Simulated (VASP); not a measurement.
Set up this calculation in VASP 6.6.1, as the native input.

```
Task                   : band structure
Functional             : LAK
Potentials or basis    : VASP PAW PBE potentials, release 64 (Ni, O)
Cutoff                 : 520 eV
k mesh                 : 11 × 11 × 11
Occupations            : fermi-dirac, width 0.05 eV
Spin                   : collinear spin, ferromagnetic start
Starting moments       : [1.0, 0.0] μB
Further INCAR settings : ALGO = Normal; EDIFF = 1e-06; NBANDS = 19
```

The structure of NiO lies in POSCAR:

```
NiO
1.0
    0.0000000000      2.0859016414      2.0859016414
    2.0859016414      0.0000000000      2.0859016414
    2.0859016414      2.0859016414      0.0000000000
Ni O
1 1
Direct
    0.0000000000      0.0000000000      0.0000000000
    0.5000000000      0.5000000000      0.5000000000
```

One way to write it, as run:

INCAR

```
SYSTEM = NiO
  PREC = Accurate
  ENCUT = 520
  EDIFF = 1E-6
  ISMEAR = -1
  SIGMA = 0.05
  LREAL = .FALSE.
  LASPH = .TRUE.
  NELM = 150
  ALGO = Normal
  ISIF = 2
  LWAVE = .FALSE.
  LCHARG = .FALSE.
  ISPIN = 2
  MAGMOM = 1 0
  LORBIT = 11
  LMAXMIX = 4
  METAGGA = LAK
  LMIXTAU = .TRUE.
  NBANDS = 19
```

KPOINTS

```
regular mesh
0
G
  11 11 11
  0 0 0
```

KPOINTS_OPT

```
path GXWKGLUWLK,UX
15
line-mode
reciprocal
 0.0000000000  0.0000000000  0.0000000000  G
 0.5000000000  0.0000000000  0.5000000000  X

 0.5000000000  0.0000000000  0.5000000000  X
 0.5000000000  0.2500000000  0.7500000000  W

 0.5000000000  0.2500000000  0.7500000000  W
 0.3750000000  0.3750000000  0.7500000000  K

 0.3750000000  0.3750000000  0.7500000000  K
 0.0000000000  0.0000000000  0.0000000000  G

 0.0000000000  0.0000000000  0.0000000000  G
 0.5000000000  0.5000000000  0.5000000000  L

 0.5000000000  0.5000000000  0.5000000000  L
 0.6250000000  0.2500000000  0.6250000000  U

 0.6250000000  0.2500000000  0.6250000000  U
 0.5000000000  0.2500000000  0.7500000000  W

 0.5000000000  0.2500000000  0.7500000000  W
 0.5000000000  0.5000000000  0.5000000000  L

 0.5000000000  0.5000000000  0.5000000000  L
 0.3750000000  0.3750000000  0.7500000000  K

 0.6250000000  0.2500000000  0.6250000000  U
 0.5000000000  0.0000000000  0.5000000000  X
```

Potentials or basis: VASP PAW PBE potentials, release 64 (Ni, O).

Command:

```bash
$ cat potpaw_PBE.64/Ni/POTCAR potpaw_PBE.64/O/POTCAR > POTCAR
$ mpirun -np 1 vasp_std > vasp.out
```

It gave:

The pressure is 12.5 GPa and the band gap on the k mesh is 1.14 eV, indirect (least direct gap 2.07 eV). The band gap along the path is 1.10 eV, indirect (least direct gap 2.00 eV). The net moment is 2.00 μB per cell and the site moments are Ni +1.71; O +0.27 μB. The valence electrons inside the program's atomic spheres are Ni 8.94; O 5.11.

Caveat: the PAW data sets were made with another functional, which shifts forces and pressure a little; a cell with one magnetic atom can't hold antiferromagnetic order, which such compounds often take.

Run time: 3.1 min on 1 thread of Intel(R) Xeon(R) Platinum 8488C (Sapphire Rapids) (shared host), peak memory 0.2 GiB.
